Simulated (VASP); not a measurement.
Energy against volume of Li$_{3}$N (alpha). Computed with PBE GGA, VASP's PBE PAW potentials (set 64) (plane waves; VASP). Settings: 520 eV cut-off, 7×7×6 Γ-centred mesh, Gaussian smearing of 0.050 eV, potentials Li_sv N.

Shape and ions are relaxed at each volume.

| V (Å³/atom) | E (eV/atom) |
|---|---|
| 10.383 | -3.89784 |
| 10.714 | -3.90420 |
| 11.046 | -3.90659 |
| 11.377 | -3.90562 |

Task: Fit these four points and predict the energy of the run at 11.709 Å³/atom.

Result: A cubic in V^(−2/3), the third-order Birch-Murnaghan form, passes through the four points with V0 = 11.11 Å³/atom and B0 = 53 GPa, and gives -3.9018 eV/atom there. The run gave -3.9016 eV/atom, +0.2 meV/atom from the fit; all five points give B0 = 54 GPa.

The compound is Li3N in the alpha structure. It was relaxed first.
